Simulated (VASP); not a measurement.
**Input and output of a VASP r²SCAN single-point calculation on MgO (strained wurtzite)**

INCAR

```
NELM = 120
NBANDS = 16
LASPH = .TRUE.
LREAL = .FALSE.
ENCUT = 520
ISIF = 2
PREC = Accurate
ISMEAR = 0
NSW = 0
METAGGA = R2SCAN
IBRION = -1
LCHARG = .FALSE.
ALGO = Normal
LWAVE = .FALSE.
SIGMA = 0.01
EDIFF = 1E-7
```

KPOINTS

```
KPOINTS created by Atomic Simulation Environment
0
Gamma
12 12 6
0 0 0
```

KPOINTS_OPT

```
special points
6
Reciprocal
0.0000000000 0.0000000000 0.0000000000 1
0.5000000000 0.0000000000 0.0000000000 1
0.3333333333 0.3333333333 0.0000000000 1
0.0000000000 0.0000000000 0.5000000000 1
0.5000000000 0.0000000000 0.5000000000 1
0.3333333333 0.3333333333 0.5000000000 1
```

POSCAR

```
Mg O
 1.0000000000000000
     3.2882172281021651   -0.0000000000288675    0.0000000000000000
    -1.6441086140260825    2.8476796527125590    0.0000000000000000
     0.0000000000000000    0.0000000000000000    4.9336789492999999
 Mg  O
   2   2
Cartesian
  0.0000000000166667  1.8984531017987498 -0.0652341425312186
  1.6441086140594159  0.9492265508849412  2.4016053321187814
  0.0000000000166667  1.8984531017987498  1.9153637485187187
  1.6441086140594159  0.9492265508849412  4.3822032231687187
```

VASP ran with the recommended PBE PAW datasets (16 valence electrons in the cell).

Command

```
mpirun -np 1 vasp_std
```

OSZICAR

```
N       E                     dE             d eps       ncg     rms          rms(c)
DAV:   1     0.529087825965E+02    0.52909E+02   -0.79001E+03  2432   0.923E+02
DAV:   2    -0.364178067453E+02   -0.89327E+02   -0.81836E+02  3384   0.206E+02
DAV:   3    -0.405622903789E+02   -0.41445E+01   -0.41340E+01  2672   0.458E+01
DAV:   4    -0.405803127720E+02   -0.18022E-01   -0.18022E-01  3016   0.352E+00
DAV:   5    -0.405804058133E+02   -0.93041E-04   -0.93041E-04  2768   0.246E-01    0.111E+01
DAV:   6    -0.315070364858E+02    0.90734E+01   -0.76276E+00  2432   0.204E+01    0.304E+00
DAV:   7    -0.318056515639E+02   -0.29862E+00   -0.48651E-01  2712   0.469E+00    0.231E+00
DAV:   8    -0.318619481696E+02   -0.56297E-01   -0.14460E-01  2432   0.418E+00    0.934E-01
DAV:   9    -0.318509494148E+02    0.10999E-01   -0.52962E-02  2632   0.205E+00    0.321E-01
DAV:  10    -0.318504794332E+02    0.46998E-03   -0.48927E-03  2480   0.647E-01    0.320E-02
DAV:  11    -0.318505045985E+02   -0.25165E-04   -0.18029E-04  2688   0.117E-01    0.426E-03
DAV:  12    -0.318505071294E+02   -0.25309E-05   -0.70098E-06  2912   0.194E-02    0.106E-02
DAV:  13    -0.318505052380E+02    0.18915E-05   -0.46013E-06  2544   0.180E-02    0.496E-04
DAV:  14    -0.318505048187E+02    0.41923E-06   -0.10933E-07  2040   0.280E-03    0.533E-04
DAV:  15    -0.318505047503E+02    0.68393E-07   -0.16285E-08  1304   0.113E-03
   1 F= -.31850505E+02 E0= -.31850505E+02  d E =-.157411E-26
       N       E                     dE             ncg
DAV:   1     0.158026828842E+04   -0.27207E+04      192
DAV:   2     0.110673213101E+04   -0.47354E+03      248
DAV:   3     0.108515567128E+04   -0.21576E+02      240
DAV:   4     0.108506938237E+04   -0.86289E-01      216
DAV:   5     0.108506890378E+04   -0.47859E-03      240
DAV:   6     0.108506890009E+04   -0.36977E-05      224
DAV:   7     0.108506890006E+04   -0.31216E-07      184
```

From OUTCAR

```
k-points           NKPTS =     76   k-points in BZ     NKDIM =     76   number of bands    NBANDS=     16

   NELECT =      16.0000    total number of electrons

   dimension x,y,z NGX =    24 NGY =   24 NGZ =   40
   dimension x,y,z NGXF=    48 NGYF=   48 NGZF=   80

  energy-cutoff  :      520.00
  volume of cell :       46.20
      direct lattice vectors                 reciprocal lattice vectors
     3.288217228 -0.000000000  0.000000000     0.304116161  0.175581547  0.000000000
    -1.644108614  2.847679653  0.000000000     0.000000000  0.351163095  0.000000000
     0.000000000  0.000000000  4.933678949     0.000000000  0.000000000  0.202688503

 k-points in reciprocal lattice and weights: KPOINTS created by Atomic Simulation Env
   0.00000000  0.00000000  0.00000000       0.001
   0.08333333  0.00000000  0.00000000       0.007
   0.16666667  0.00000000  0.00000000       0.007
   0.25000000 -0.00000000  0.00000000       0.007
   0.33333333  0.00000000  0.00000000       0.007
   0.41666667 -0.00000000  0.00000000       0.007
   0.50000000 -0.00000000  0.00000000       0.003
   0.08333333  0.08333333  0.00000000       0.007
   ...

 E-fermi :   0.9419

 k-point     1 :       0.0000    0.0000    0.0000
  band No.  band energies     occupation
      1     -16.4319      2.00000
      2     -15.6028      2.00000
      3      -2.4891      2.00000
      4       0.0276      2.00000
      5       0.0276      2.00000
      6       0.3811      2.00000
      7       0.3811      2.00000
      8       0.8714      2.00000
      9       5.1108      0.00000
     10      10.4158      0.00000
     11      12.2697      0.00000
     12      16.0121      0.00000
     13      16.0121      0.00000
     14      18.0386      0.00000
     15      18.6063      0.00000
     16      18.6063      0.00000

 k-point     2 :       0.0833    0.0000    0.0000
  band No.  band energies     occupation
      1     -16.3967      2.00000
      2     -15.5914      2.00000
      3      -2.4209      2.00000
      4      -0.1361      2.00000
      5      -0.0219      2.00000
      6       0.1657      2.00000
      7       0.3886      2.00000
      8       0.8456      2.00000
      9       5.4403      0.00000
     10      10.6176      0.00000
     11      12.1923      0.00000
     12      15.0792      0.00000
     13      16.1410      0.00000
     14      18.0242      0.00000
     15      18.5736      0.00000
     16      18.7291      0.00000

 k-point     3 :       0.1667    0.0000    0.0000
  band No.  band energies     occupation
      1     -16.2973      2.00000
      2     -15.5623      2.00000
      3      -2.2233      2.00000
      4      -0.6273      2.00000
      5      -0.2454      2.00000
      6      -0.1397      2.00000
      7       0.3928      2.00000
      8       0.7633      2.00000
      9       6.2413      0.00000
     10      11.0599      0.00000
     11      12.0218      0.00000
     12      13.8025      0.00000
     13      16.4659      0.00000
     14      16.6736      0.00000
     15      17.7025      0.00000
     16      17.8588      0.00000

 k-point     4 :       0.2500   -0.0000    0.0000
  band No.  band energies     occupation
      1     -16.1515      2.00000
      2     -15.5290      2.00000
      3      -1.9199      2.00000
      4      -1.2527      2.00000
      5      -0.6589      2.00000
      6      -0.2779      2.00000
      7       0.3792      2.00000
      8       0.6174      2.00000
      9       7.2257      0.00000
     10      11.0980      0.00000
     11      11.9145      0.00000
     12      13.1426      0.00000
     13      15.3424      0.00000
     14      16.6243      0.00000
     15      17.0514      0.00000
     16      17.4256      0.00000

 k-point     5 :       0.3333    0.0000    0.0000
  band No.  band energies     occupation
      1     -15.9880      2.00000
      2     -15.5090      2.00000
      3      -1.8263      2.00000
      4      -1.5234      2.00000
      5      -1.0144      2.00000
      6      -0.4011      2.00000
      7       0.3541      2.00000
      8       0.4060      2.00000
      9       8.1966      0.00000
     10      10.6225      0.00000
     11      11.5013      0.00000
     12      13.3564      0.00000
     13      14.4975      0.00000
     14      16.2547      0.00000
     15      16.6470      0.00000
     16      17.7193      0.00000

 k-point     6 :       0.4167   -0.0000    0.0000
  band No.  band energies     occupation
      1     -15.8458      2.00000
      2     -15.5143      2.00000
      3      -2.1809      2.00000
      4      -1.3021      2.00000
      5      -1.1167      2.00000
      6      -0.4848      2.00000
      7       0.1578      2.00000
      8       0.3315      2.00000
      9       9.0012      0.00000
     10      10.1181      0.00000
     11      11.1781      0.00000
     12      13.0130      0.00000
     13      14.6741      0.00000
     14      15.9448      0.00000
     15      16.4535      0.00000
     16      18.0287      0.00000

 k-point     7 :       0.5000   -0.0000    0.0000
  band No.  band energies     occupation
      1     -15.7822      2.00000
      2     -15.5268      2.00000
      3      -2.3076      2.00000
      4      -1.3675      2.00000
      5      -0.9485      2.00000
      6      -0.5143      2.00000
      7       0.0150      2.00000
      8       0.3226      2.00000
      9       9.4205      0.00000
     10       9.8256      0.00000
     11      11.0754      0.00000
     12      12.7496      0.00000
     13      14.8826      0.00000
     14      15.8368      0.00000
     15      16.4012      0.00000
     16      18.1427      0.00000

 k-point     8 :       0.0833    0.0833    0.0000
  band No.  band energies     occupation
      1     -16.3295      2.00000
      2     -15.5712      2.00000
      3      -2.2880      2.00000
      4      -0.3635      2.00000
      5      -0.3548      2.00000
      6       0.0404      2.00000
      7       0.3615      2.00000
      8       0.7915      2.00000
      9       6.0000      0.00000
     10      10.9471      0.00000
     11      12.0759      0.00000
     12      14.0955      0.00000
     13      16.3559      0.00000
     14      17.1690      0.00000
     15      17.7497      0.00000
     16      18.1548      0.00000

 k-point     9 :       0.1667    0.0833    0.0000
  band No.  band energies     occupation
      1     -16.2065      2.00000
      2     -15.5399      2.00000
      3      -2.0364      2.00000
      4      -0.9625      2.00000
      5      -0.6396      2.00000
      6      -0.1272      2.00000
      7       0.3227      2.00000
      8       0.6780      2.00000
      9       6.8804      0.00000
     10      11.1737      0.00000
     11      12.1011      0.00000
     12      13.0901      0.00000
     13      15.8648      0.00000
     14      16.6447      0.00000
     15      16.9290      0.00000
     16      17.7317      0.00000

 k-point    10 :       0.2500    0.0833    0.0000
  band No.  band energies     occupation
      1     -16.0512      2.00000
      2     -15.5137      2.00000
      3      -1.7129      2.00000
      4      -1.5284      2.00000
      5      -0.9260      2.00000
      6      -0.3337      2.00000
      7       0.2842      2.00000
      8       0.5000      2.00000
      9       7.8528      0.00000
     10      10.8535      0.00000
     11      11.8367      0.00000
     12      13.1100      0.00000
     13      14.7642      0.00000
     14      16.2978      0.00000
     15      16.6164      0.00000
     16      17.7530      0.00000

 k-point    11 :       0.3333    0.0833    0.0000
  band No.  band energies     occupation
      1     -15.8958      2.00000
      2     -15.5085      2.00000
      3      -2.0014      2.00000
      4      -1.3330      2.00000
      5      -1.1296      2.00000
      6      -0.5006      2.00000
      7       0.2391      2.00000
      8       0.2723      2.00000
      9       8.7442      0.00000
     10      10.3654      0.00000
     11      11.3659      0.00000
     12      13.2270      0.00000
     13      14.4384      0.00000
     14      15.9255      0.00000
     15      16.4273      0.00000
     16      17.9470      0.00000

 k-point    12 :       0.4167    0.0833    0.0000
  band No.  band energies     occupation
      1     -15.7853      2.00000
      2     -15.5244      2.00000
      3      -2.2389      2.00000
      4      -1.3198      2.00000
      5      -0.9662      2.00000
      6      -0.5865      2.00000
      7       0.0360      2.00000
      8       0.2258      2.00000
      9       9.3798      0.00000
     10       9.9767      0.00000
     11      11.1503      0.00000
     12      12.8135      0.00000
     13      14.7710      0.00000
     14      15.7557      0.00000
     15      16.3297      0.00000
     16      18.0421      0.00000

 ...

  Total        0.4636570      0.4636570      0.4953999      0.0000000      0.0000000      0.0000000
  in kB       16.0799586     16.0799586     17.1808227      0.0000000      0.0000000      0.0000000
  external PRESSURE =      16.4469133 kB  Pullay stress =       0.0000000 kB

 POSITION                                       TOTAL-FORCE (eV/Angst)
 -----------------------------------------------------------------------------------
      0.00000      1.89845      4.86844        -0.000000      0.000000      0.003379
      1.64411      0.94923      2.40161         0.000000     -0.000000      0.003379
      0.00000      1.89845      1.91536         0.000000     -0.000000     -0.003379
      1.64411      0.94923      4.38220         0.000000      0.000000     -0.003379
 -----------------------------------------------------------------------------------
    total drift:                                0.000000      0.000001      0.001865

  FREE ENERGIE OF THE ION-ELECTRON SYSTEM (eV)
  ---------------------------------------------------
  free  energy   TOTEN  =       -31.8505047503 eV

  energy  without entropy=      -31.8505047503  energy(sigma->0) =      -31.85050475
```

```
gap between bands v and c : 4.24 eV
least direct gap          : 4.24 eV
pressure                  : 1.6 GPa
```

Band v is the last that the valence electrons fill when counted band by band, and c is the next.

The run took about 1.8 min on one core of a shared host (Intel Xeon Platinum 8488C) and held 0.23 GiB at most.
